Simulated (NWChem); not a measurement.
Sb in NWChem: convergence with tolerance

Input of the first run (tolerance 0.001 hartree); the others differ in this setting and in those tied to it:

The input sb.nw:

```
start sb
title "Sb converge"
memory 1800 mb
geometry units angstrom nocenter noautosym noautoz print
  system crystal
    lattice_vectors
         2.1542000000    1.2437279499    3.7580000000
        -2.1542000000    1.2437279499    3.7580000000
         0.0000000000   -2.4874558998    3.7580000000
  end
  Sb -0.2323570000 -0.2449260000 -0.2352090000
  Sb  0.2500380000  0.2274410000  0.2223170000
end
nwpw
  simulation_cell
    ngrid 30 30 30
  end
  xc pbe96
  cutoff 20.0
  ewald_ncut 8
  ewald_rcut 3.0
  pseudopotentials
    Sb library TM
  end
  monkhorst-pack 5 5 5
  smear 0.0018375 fermi orbitals 5
  scf pulay alpha 0.5 iterations 5 outer_iterations 1
  loop 10 10
  tolerances 1e-03 1e-03
end
set includestress .true.
task band gradient
```

Potentials or basis: NWChem's TM library (Troullier-Martins).

The run is started by

```console
$ nwchem sb.nw > sb.out
```

The cell isn't the ideal one: atoms moved at random.

Hardware: 1 thread of Intel(R) Xeon(R) 6975P-C (Granite Rapids) (shared host).

| tolerance | energy less the tightest run, at zero smearing (meV/atom) | pressure (GPa) | largest force (eV/Å) | SCF cycles | CPU time (s) | peak memory (GiB) |
| --- | --- | --- | --- | --- | --- | --- |
| 0.001 hartree | 19.01 | -7.24 | 0.548 | 6 | 120 | 0.47 |
| 0.0001 hartree | 2.31 | -8.00 | 0.532 | 7 | 130 | 0.47 |
| 1e-05 hartree | 0.28 | -8.06 | 0.527 | 9 | 150 | 0.47 |
| 1e-06 hartree | 0.03 | -8.06 | 0.527 | 10 | 160 | 0.47 |
| 1e-07 hartree | 0.00 | -8.07 | 0.526 | 11 | 170 | 0.47 |
| 1e-08 hartree | 0.00 | -8.08 | 0.525 | 13 | 190 | 0.47 |
| 1e-10 hartree | 0.00 | -8.08 | 0.525 | 22 | 260 | 0.46 |

Against the tightest run, the energy stays within 1 meV/atom from 1e-05 hartree on; the pressure stays within 0.1 GPa from 0.0001 hartree on; the largest force stays within 0.005 eV/Å from 1e-05 hartree on. The tightest run that finished is the yardstick and may itself not be fully converged.

Caveat, for the tightest run too: potentials of this library can shift pressures by several GPa and gaps by up to half an eV, enough to turn an indirect gap into a direct one; without spin the log's total energy holds half of the entropy term, while the free energy listed holds all of it. The run has no spin-orbit coupling, so splittings on Sb are missing.
